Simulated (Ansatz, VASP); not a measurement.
# WSe2 in VASP and in Ansatz

File INCAR:

```
  PREC = Accurate
  ENCUT = 520
  EDIFF = 1E-7
  ISMEAR = 0
  SIGMA = 0.05
  LREAL = F
  LASPH = T
  NELM = 80
  ALGO = Normal
  ISIF = 2
  LWAVE = F
  LCHARG = F
  GGA = PS
  IVDW = 12
  NBANDS = 20
```

Contents of KPOINTS:

```
Automatic mesh
0
Gamma
  12 12 2
```

POSCAR

```
WSe2
1.0
    3.2644131109      0.0000000000      0.0000000000
   -1.6322065555      2.8270646825      0.0000000000
    0.0000000000      0.0000000000     17.2088864976
W Se
1 2
Direct
    0.0000000000      0.0000000000      0.0000000000
    0.3333333333      0.6666666667      0.0997865200
    0.3333333333      0.6666666667      0.9002134800
```

Input for Ansatz:

```yaml
crystal:
  lattice:
    - [3.2644131109, 0.0, 0.0]
    - [-1.6322065555, 2.8270646825, 0.0]
    - [0.0, 0.0, 17.2088864976]
  atoms:
    - { symbol: W, position: [0.0, 0.0, 0.0] }
    - { symbol: Se, position: [0.3333333333, 0.6666666667, 0.09978652] }
    - { symbol: Se, position: [0.3333333333, 0.6666666667, 0.90021348] }
basis:
  ecutwfc: 420
kpoints:
  mp_grid: { grid: [12, 12, 2] }
hamiltonian:
  xc: pbesol
  dispersion: d3bj
scf:
  occupations: { method: gaussian, width: 0.05 }
output:
  forces: true
  stress: true
  eigenvalues: true
```

Alike in both runs: task single point; functional PBEsol; dispersion D3(BJ); k mesh 12 × 12 × 2; occupations gaussian, width 0.05 eV; no spin polarisation.

```csv
,VASP,Ansatz
version,VASP 6.6.1,Ansatz 0.2.0
potentials or method,"VASP PAW PBE potentials, release 64 (W_sv, Se)","scalar-relativistic, plane waves, PAW"
plane-wave cutoff (eV),520,420
valence electrons in the cell,26,46
```

|  | VASP | Ansatz | Ansatz less VASP |
| --- | --- | --- | --- |
| gap on the k mesh at the Fermi level (eV) | 1.53 | 1.53 | -0.001 |
| least direct gap on the mesh (eV) | 1.80 | 1.80 | +0.003 |
| rms of the force components (eV/Å) | 0.341 | 0.367 | +0.0258 |

Atom by atom the forces differ by 0.026 eV/Å (rms over components). The two sets of potentials don't hold the same shells in valence.

Caveats: the PAW data sets were made with another functional, which shifts forces and pressure a little (VASP); spin-orbit coupling is left out, which moves the levels of the heavy elements.
